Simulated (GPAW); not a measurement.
The system is Al2Cu.

```
Cu Al
1.0
     4.10518    0.00000    0.00000
     0.00000    4.10518    0.00000
     0.00000    0.00000    2.89131
Cu Al
1 2
Direct
  0.00000 0.00000 0.00000
  0.00000 0.50000 0.50000
  0.50000 0.00000 0.50000
```

The cell comes from a database or a generator and needn't be the stable form of this composition.

| Property | Result |
| --- | --- |
| Program | GPAW 26.7.0 |
| Task | relaxation of cell and atoms |
| Functional | PBEsol |
| Dispersion | D3(BJ) |
| Potentials or basis | PAW data sets generated in the run's folder for this functional |
| Cutoff | 600 eV |
| Basis | pw |
| k mesh | 6 × 6 × 8 |
| Occupations | fermi-dirac, width 0.05 eV |
| Spin | no spin polarisation |

At the start: pressure -5.0 GPa; volume 16.24 Å³/atom.

Problem. Where does the relaxation end?

Solution. Over 9 steps the energy falls by 19.2 meV/atom and the volume is 15.37 Å³/atom (-5.3 %); space group P4/mmm (No. 123, to 0.05 Å).

Step by step:
```csv
step,energy change (eV),largest force (eV/Å),pressure (GPa),volume (Å³)
1,0.0000,0.0000,-5.04,48.73
2,-0.0109,0.0000,-4.45,48.37
3,-0.0476,0.0000,0.72,45.79
4,-0.0484,0.0000,0.26,45.99
5,-0.0500,0.0000,-0.16,46.18
6,-0.0546,0.0000,-0.92,46.52
7,-0.0566,0.0000,-0.85,46.50
8,-0.0575,0.0000,-0.28,46.25
9,-0.0576,0.0000,0.00,46.12
```

Final structure:
```cif
data_structure
_symmetry_space_group_name_H-M 'P 1'
_symmetry_Int_Tables_number 1
_cell_length_a 4.0802
_cell_length_b 4.0802
_cell_length_c 2.7705
_cell_angle_alpha 90.000
_cell_angle_beta 90.000
_cell_angle_gamma 90.000
_cell_volume 46.12
loop_
_atom_site_label
_atom_site_type_symbol
_atom_site_fract_x
_atom_site_fract_y
_atom_site_fract_z
_atom_site_occupancy
Cu1 Cu 0.00000 0.00000 0.00000 1
Al1 Al 0.00000 0.50000 0.50000 1
Al2 Al 0.50000 0.00000 0.50000 1
```

Caveat: with this Cu data set, volumes or pressures lay over 1.5 % or 2 GPa off other programs in two to four cells of ten; later steps reuse the first step's grids; pairwise dispersion overbinds metals, which lowers pressure and volume.
